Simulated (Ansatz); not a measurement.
Theory: DFT PBE, scalar-relativistic, plane waves, PAW in Ansatz. All cells share a 420 eV cutoff and Γ-centred k meshes spaced at most about 0.3 Å⁻¹ (about 0.25 or finer for metals, 2π included). No spin polarisation.

These are static total energies at zero pressure.

Task: Which of these relaxed structures of Be3Te4 is the lowest in energy?
A.

```
CELL_PARAMETERS angstrom
5.57158 0.00000 0.00000
0.00000 5.57158 0.00000
0.00000 0.00000 5.57158
ATOMIC_POSITIONS crystal
Be 0.50000 0.00000 0.50000
Be 0.00000 0.50000 0.50000
Be 0.50000 0.50000 0.00000
Te 0.75335 0.24665 0.75335
Te 0.75335 0.75335 0.24665
Te 0.24665 0.75335 0.75335
Te 0.24665 0.24665 0.24665
```

B.

```
CELL_PARAMETERS angstrom
3.88071 0.00000 0.00000
0.00000 3.88071 0.00000
0.00000 0.00000 11.73355
ATOMIC_POSITIONS crystal
Be 0.50000 0.50000 0.24880
Be 0.50000 0.50000 0.75120
Be 0.00000 0.00000 0.00000
Te 0.50000 0.00000 0.36935
Te 0.00000 0.50000 0.63065
Te 0.50000 0.00000 0.87728
Te 0.00000 0.50000 0.12272
```

C.

```
CELL_PARAMETERS angstrom
3.85499 0.00000 0.00000
0.00000 7.84736 0.00000
0.00000 0.00000 12.31993
ATOMIC_POSITIONS crystal
Be 0.00000 0.24447 0.23764
Be 0.00000 0.75553 0.23764
Be 0.00000 0.27348 0.76643
Be 0.00000 0.72652 0.76643
Be 0.50000 0.50000 0.01088
Be 0.50000 0.00000 0.99109
Te 0.00000 0.00000 0.35683
Te 0.00000 0.50000 0.34738
Te 0.50000 0.31959 0.64555
Te 0.50000 0.68041 0.64555
Te 0.00000 0.50000 0.89708
Te 0.00000 0.00000 0.86538
Te 0.50000 0.24231 0.11603
Te 0.50000 0.75769 0.11603
```

Result: C. The next of these, B, lies 49 meV/atom higher. Forms: C Pmm2; B P-4m2; A P-43m. Counting Te atoms around Be (those within 1.25 times the shortest such distance or 1.15 times the sum of covalent radii): C has Be 4; B has Be 4; A has Be 4. C holds Te–Te pairs (shortest 2.83 Å) (bonds between like non-metal atoms; other contacts aren't counted). Origin: A and B, invented; C, invented, then shaken at random and relaxed again.

The k mesh leaves some 4 meV/atom of noise in the energy of each metallic cell. No dispersion correction is applied, so the spacing and binding between layers, chains or molecules are poorly described (Pmm2, P-4m2), and this can change margins and order among such cells. Spin–orbit coupling, which can matter for Te, is left out. Cells relaxed within their symmetry can be saddle points. Some structure types and database cells were kept out of the candidates from the start, so a known form may be missing.
